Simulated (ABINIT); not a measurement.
# Ag (P-1) in ABINIT: convergence with pawecutdg

Aim: find how far pawecutdg must go before the results for Ag settle, at r2SCAN. This setting moves, with any that are tied to it; all else stays.

Everything below comes from runs of ABINIT 10.8.3 (patched build). Logs are shortened: lines on timing, memory, paths and dates and some standing lists are left out, and cuts for length are marked. The log counts tension as positive stress, the text compression.

## Step 1: The cell of the first run

The typed cell holds 1 atom: a = 2.903 Å, b = 2.849 Å, c = 2.929 Å, α = 59.37°, β = 60.94°, γ = 59.11°.

The cell isn't the ideal one: cell strained at random at fixed volume.

## Step 2: With pawecutdg 20.6

File run.abi:

```
# Pseudopotentials
pp_dirpath "./"
pseudos "Ag.GGA_PBE-JTH.xml"

# Structure
acell 3*1.0 Angstrom
rprim
    -0.0062230000     2.0386280000     2.0672000000
     2.0149730000     0.0469460000     2.0140300000
     2.0855950000     2.0560800000    -0.0236760000
ntypat 1
znucl 47
natom 1
typat 1
xred
     0.0022060000     0.0285520000    -0.0104340000
chkprim 0
chksymtnons 0
tolsym 1.0e-6

# Plane-wave basis
ecut 544.227725 eV
pawecutdg 20.6

# k points
kptopt 1
ngkpt 8 8 8
nshiftk 1
shiftk 0.0 0.0 0.0

# Exchange and correlation
ixc -497498
usekden 1
pawxcdev 0

# Bands and occupations
nband 10
occopt 3
tsmear 0.05 eV

# SCF cycle
nstep 100
tolvrs 1.0e-7

# Output
iomode 3
prtwf 0
prtden 0
prteig 0
prtebands 0
```

Potentials or basis: JTH PAW PBE v2.0.

On the command line:

```
> abinit run.abi > log 2>&1
```

It took 76 s on 1 thread of Arm Neoverse V2, shared host; peak memory 0.14 GiB.

Results (log left out):

```yaml
Free_energy: -558.7415 eV
Pressure: 11.4 GPa
Band_gap_on_the_k_mesh: none (metal or under the smearing width)
Valence_electrons_inside_the_program's_atomic_spheres: Ag 9.84 (radii [1.331] Å)
```

## Step 3: With pawecutdg 24

Changes to run.abi since step 2:

```diff
@@ -22,3 +22,3 @@
 ecut 544.227725 eV
-pawecutdg 20.6
+pawecutdg 24.0
```

Potentials or basis: JTH PAW PBE v2.0.

On the command line:

```
> abinit run.abi > log 2>&1
```

Run time: 84 s. Hardware: 1 thread of Arm Neoverse V2, shared host; peak memory 0.14 GiB.

It converged, with:

```
Free energy                                           : -558.6930 eV
Pressure                                              : 0.5 GPa
Band gap on the k mesh                                : none (metal or under the smearing width)
Valence electrons inside the program's atomic spheres : Ag 9.84 (radii [1.331] Å)
```

## Step 4: With pawecutdg 30

Changes to run.abi since step 3:

```diff
@@ -22,3 +22,3 @@
 ecut 544.227725 eV
-pawecutdg 24.0
+pawecutdg 30.0
```

On the command line:

```
> abinit run.abi > log 2>&1
```

Run time: 84 s. Hardware: 1 thread of Arm Neoverse V2, shared host; peak memory 0.15 GiB.

It converged, with:

```yaml
Free_energy: -558.7113 eV
Pressure: 5.8 GPa
Band_gap_on_the_k_mesh: none (metal or under the smearing width)
Valence_electrons_inside_the_program's_atomic_spheres: Ag 9.84 (radii [1.331] Å)
```

## Step 5: With pawecutdg 36

Changes to run.abi since step 4:

```diff
@@ -22,3 +22,3 @@
 ecut 544.227725 eV
-pawecutdg 30.0
+pawecutdg 36.0
```

On the command line:

```
> abinit run.abi > log 2>&1
```

It took 84 s on 1 thread of Arm Neoverse V2, shared host; peak memory 0.15 GiB.

Results (log left out):

```
Free energy                                           : -558.6635 eV
Pressure                                              : 2.3 GPa
Band gap on the k mesh                                : none (metal or under the smearing width)
Valence electrons inside the program's atomic spheres : Ag 9.84 (radii [1.331] Å)
```

## Step 6: With pawecutdg 44

Changes to run.abi since step 5:

```diff
@@ -22,3 +22,3 @@
 ecut 544.227725 eV
-pawecutdg 36.0
+pawecutdg 44.0
```

Potentials or basis: JTH PAW PBE v2.0.

On the command line:

```
> abinit run.abi > log 2>&1
```

It took 84 s on 1 thread of Arm Neoverse V2, shared host; peak memory 0.16 GiB.

It converged, with:

| Property | Result |
| --- | --- |
| Free energy | -558.6710 eV |
| Pressure | 3.2 GPa |
| Band gap on the k mesh | none (metal or under the smearing width) |
| Valence electrons inside the program's atomic spheres | Ag 9.84 (radii [1.331] Å) |

## Step 7: With pawecutdg 54

Changes to run.abi since step 6:

```diff
@@ -22,3 +22,3 @@
 ecut 544.227725 eV
-pawecutdg 44.0
+pawecutdg 54.0
```

On the command line:

```
> abinit run.abi > log 2>&1
```

Run time: 84 s. Hardware: 1 thread of Arm Neoverse V2, shared host; peak memory 0.16 GiB.

The run converged. Its results:

| Quantity | Value |
| --- | --- |
| Free energy | -558.6617 eV |
| Pressure | 2.3 GPa |
| Band gap on the k mesh | none (metal or under the smearing width) |
| Valence electrons inside the program's atomic spheres | Ag 9.84 (radii [1.331] Å) |

## Step 8: With pawecutdg 66

Changes to run.abi since step 7:

```diff
@@ -22,3 +22,3 @@
 ecut 544.227725 eV
-pawecutdg 54.0
+pawecutdg 66.0
```

Potentials or basis: JTH PAW PBE v2.0.

On the command line:

```
> abinit run.abi > log 2>&1
```

run.abo:

```text
.Version 10.8.3 of ABINIT
 Symmetries : space group P-1 (#  2); Bravais aP (primitive triclinic)
================================================================================
 Values of the parameters that define the memory need of the present run
     intxc =       0    ionmov =       0      iscf =      17    lmnmax =      18
     lnmax =       6     mgfft =      24  mpssoang =       3    mqgrid =    3001
     natom =       1  nloc_mem =       2    nspden =       1   nspinor =       1
    nsppol =       1      nsym =       2    n1xccc =       1    ntypat =       1
    occopt =       3   xclevel =       2
       mpw =         509          nfft =       13824          nkpt =         260
 PAW method is used; the additional fine FFT grid is defined by:
   mgfftf=        45    nfftf =     81000
================================================================================
================================================================================

--------------------------------------------------------------------------------
------------- Echo of variables that govern the present computation ------------
--------------------------------------------------------------------------------
 -outvars: echo values of preprocessed input variables --------
            acell      1.8897261259E+00  1.8897261259E+00  1.8897261259E+00 Bohr
              amu      1.07868200E+02
          chkprim           0
      chksymtnons           0
             ecut      2.00000000E+01 Hartree
                       outvar_i_n : Printing only first  50 k-points.
              ixc     -497498
                       outvar_i_n : Printing only first  50 k-points.
         kptrlatt        8    0    0      0    8    0      0    0    8
          kptrlen      4.29059760E+01
            natom           1
            nband          10
            ngfft          24      24      24
          ngfftdg          45      40      45
             nkpt         260
            nstep         100
             nsym           2
           ntypat           1
                       prtocc : prtvol=0, do not print more k-points.
           occopt           3
        pawecutdg      6.60000000E+01 Hartree
         pawxcdev           0
           prtden           0
        prtebands           0
           prteig           0
          prtkden           1
            prtwf           0
            rprim     -6.2230000000E-03  2.0386280000E+00  2.0672000000E+00
                       2.0149730000E+00  4.6946000000E-02  2.0140300000E+00
                       2.0855950000E+00  2.0560800000E+00 -2.3676000000E-02
          spgroup           2
           tolsym      1.00000000E-06
           tolvrs      1.00000000E-07
           tsmear      1.83746611E-03 Hartree
            typat      1
          usekden           1
           useylm           1
                       outvars : Printing only first  50 k-points.
           xangst      3.5756682928E-02 -1.5615523160E-02  6.2311863144E-02
            xcart      6.7570337905E-02 -2.9509062085E-02  1.1775235574E-01
             xred      2.2060000000E-03  2.8552000000E-02 -1.0434000000E-02
            znucl       47.00000

================================================================================

 chkinp: Checking input parameters for consistency.

================================================================================
== DATASET  1 ==================================================================

--- !DatasetInfo
iteration_state: {dtset: 1, }
dimensions: {natom: 1, nkpt: 260, mband: 10, nsppol: 1, nspinor: 1, nspden: 1, mpw: 509, }
cutoff_energies: {ecut:  20.0, pawecutdg:  66.0, }
electrons: {nelect:   1.10000000E+01, charge:   0.00000000E+00, occopt:   3.00000000E+00, tsmear:   1.83746611E-03, }
meta: {optdriver: 0, ionmov: 0, optcell: 0, iscf: 17, paral_kgb: 0, }
...

[... 58 lines left out ...]
 Cartesian components of stress tensor (hartree/bohr^3)
  sigma(1 1)= -7.56706254E-05  sigma(3 2)=  1.84895970E-05
  sigma(2 2)= -9.72507393E-05  sigma(3 1)= -6.34854280E-05
  sigma(3 3)= -8.78037173E-05  sigma(2 1)=  4.54522065E-05

--- !ResultsGS
iteration_state: {dtset: 1, }
comment   : Summary of ground state results
lattice_vectors:
- [ -0.0117598,   3.8524486,   3.9064418, ]
- [  3.8077471,   0.0887151,   3.8059651, ]
- [  3.9412034,   3.8854281,  -0.0447412, ]
lattice_lengths: [   5.48651,    5.38444,    5.53459, ]
lattice_angles: [ 59.374,  60.944,  59.114, ] # degrees, (23, 13, 12)
lattice_volume:   1.1504619E+02
convergence: {deltae: -3.924E-09, res2:  4.051E-08, residm:  8.283E-06, diffor: null, }
etotal    :  -2.05303921E+01
entropy   :   0.00000000E+00
fermie    :   1.39053358E-01
cartesian_stress_tensor: # hartree/bohr^3
- [ -7.56706254E-05,   4.54522065E-05,  -6.34854280E-05, ]
- [  4.54522065E-05,  -9.72507393E-05,   1.84895970E-05, ]
- [ -6.34854280E-05,   1.84895970E-05,  -8.78037173E-05, ]
pressure_GPa:   2.5569E+00
xred      :
- [  2.2060E-03,   2.8552E-02,  -1.0434E-02, Ag]
cartesian_forces: # hartree/bohr
- [ -0.00000000E+00,  -0.00000000E+00,  -0.00000000E+00, ]
force_length_stats: {min:   0.00000000E+00, max:   0.00000000E+00, mean:   0.00000000E+00, }
...

 Integrated electronic density in atomic spheres:
 ------------------------------------------------
 Atom  Sphere_radius  Integrated_density
    1        2.51516          9.83731554

================================================================================

 ----iterations are completed or convergence reached----

 Mean square residual over all n,k,spin=   50.666E-10; max=  82.827E-07
 reduced coordinates (array xred) for    1 atoms
       0.002206000000      0.028552000000     -0.010434000000
 rms dE/dt=  0.0000E+00; max dE/dt=  0.0000E+00; dE/dt below (all hartree)
    1       0.000000000000      0.000000000000      0.000000000000

 cartesian coordinates (angstrom) at end:
    1      0.03575668292800    -0.01561552316000     0.06231186314400

 cartesian forces (hartree/bohr) at end:
    1     -0.00000000000000    -0.00000000000000    -0.00000000000000
 frms,max,avg= 0.0000000E+00 0.0000000E+00   0.000E+00  0.000E+00  0.000E+00 h/b

 cartesian forces (eV/Angstrom) at end:
    1     -0.00000000000000    -0.00000000000000    -0.00000000000000
 frms,max,avg= 0.0000000E+00 0.0000000E+00   0.000E+00  0.000E+00  0.000E+00 e/A
 length scales=  1.889726125908  1.889726125908  1.889726125908 bohr
              =  1.000000000000  1.000000000000  1.000000000000 angstroms
 Fermi (or HOMO) energy (hartree) =   0.13905   Average Vxc (hartree)=  -0.48100
 Eigenvalues (hartree) for nkpt= 260  k points:
 kpt#   1, nband= 10, wtk=  0.00195, kpt=  0.0000  0.0000  0.0000 (reduced coord)
  -0.15120   -0.05273   -0.04839   -0.03960   -0.00908   -0.00559    0.77120    0.87817
   0.89927    0.94887
      occupation numbers for kpt#   1
   2.00000    2.00000    2.00000    2.00000    2.00000    2.00000    0.00000    0.00000
   0.00000    0.00000
 prteigrs : prtvol=0 or 1, do not print more k-points.

--- !EnergyTerms
iteration_state     : {dtset: 1, }
comment             : Components of total free energy in Hartree
kinetic             :  1.01186687221377E+01
hartree             :  6.14605681204070E+00
xc                  : -1.24511298667166E+01
Ewald energy        : -3.59189672608526E+01
psp_core            :  3.86651194567825E+00
local_psp           : -1.55936346885211E+01
PAW spherical_terms :  2.33022176120957E+01
internal            : -2.05302767241380E+01
'-kT*entropy'       : -1.16030319640677E-04
total_energy        : -2.05303927544576E+01
total_energy_eV     : -5.58660447023236E+02
...

--- !EnergyTermsDC
iteration_state     : {dtset: 1, }
comment             : '"Double-counting" decomposition of free energy'
band_energy         : -3.06401393524559E-01
Ewald energy        : -3.59189672608526E+01
psp_core            :  3.86651194567825E+00
xc_dc               : -1.46999950506922E+01
PAW spherical_terms :  2.65285757110100E+01
internal            : -2.05302760483811E+01
'-kT*entropy'       : -1.16030319640677E-04
total_energy_dc     : -2.05303920787008E+01
total_energy_dc_eV  : -5.58660428634956E+02
...

--- !EnergyTermsWithPAWCore
iteration_state     : {dtset: 1, }
comment             : 'Components of total free energy, including PAW core contributions'
Total energy        : -5.31662813097428E+03
Total energy DC     : -5.31662813029852E+03
Total energy (eV)   : -1.44672821598189E+05
Total energy DC (eV): -1.44672821579801E+05
...

 Cartesian components of stress tensor (hartree/bohr^3)
  sigma(1 1)= -7.56706254E-05  sigma(3 2)=  1.84895970E-05
  sigma(2 2)= -9.72507393E-05  sigma(3 1)= -6.34854280E-05
  sigma(3 3)= -8.78037173E-05  sigma(2 1)=  4.54522065E-05

-Cartesian components of stress tensor (GPa)         [Pressure=  2.5569E+00 GPa]
- sigma(1 1)= -2.22630666E+00  sigma(3 2)=  5.43982723E-01
- sigma(2 2)= -2.86121553E+00  sigma(3 1)= -1.86780578E+00
- sigma(3 3)= -2.58327455E+00  sigma(2 1)=  1.33725008E+00

== END DATASET(S) ==============================================================
================================================================================

 -outvars: echo values of variables after computation  --------
            acell      1.8897261259E+00  1.8897261259E+00  1.8897261259E+00 Bohr
           etotal     -2.0530392079E+01
            fcart     -0.0000000000E+00 -0.0000000000E+00 -0.0000000000E+00
            rprim     -6.2230000000E-03  2.0386280000E+00  2.0672000000E+00
                       2.0149730000E+00  4.6946000000E-02  2.0140300000E+00
                       2.0855950000E+00  2.0560800000E+00 -2.3676000000E-02
           strten     -7.5670625372E-05 -9.7250739321E-05 -8.7803717264E-05
                       1.8489596954E-05 -6.3485427974E-05  4.5452206543E-05
           xangst      3.5756682928E-02 -1.5615523160E-02  6.2311863144E-02
             xred      2.2060000000E-03  2.8552000000E-02 -1.0434000000E-02
 Calculation completed.
```

It took 84 s on 1 thread of Arm Neoverse V2, shared host; peak memory 0.18 GiB.

Results:

```yaml
Free_energy: -558.6604 eV
Pressure: 2.6 GPa
Band_gap_on_the_k_mesh: none (metal or under the smearing width)
Valence_electrons_inside_the_program's_atomic_spheres: Ag 9.84 (radii [1.331] Å)
```

## Step 9: Summary

```
pawecutdg  energy less the tightest run, at zero smearing (meV/atom)  pressure (GPa)  SCF cycles  CPU time (s)  peak memory (GiB)
     20.6                                                     -81.08           11.44           7            76               0.14
       24                                                     -32.54            0.53           8            83               0.14
       30                                                     -50.89            5.84           8            84               0.15
       36                                                      -3.05            2.35           8            84               0.15
       44                                                     -10.59            3.21           8            83               0.16
       54                                                      -1.27            2.28           8            84               0.16
       66                                                       0.00            2.56           8            84               0.18
```

Not settled before the last step: the energy (to 1 meV/atom), the pressure (to 0.1 GPa). The tightest run that finished is the yardstick and may itself not be fully converged.

Caveats: totals of a meta-GGA on PAW files have another zero than those of a GGA; the PAW data sets were made with another functional, which shifts forces and pressure a little.
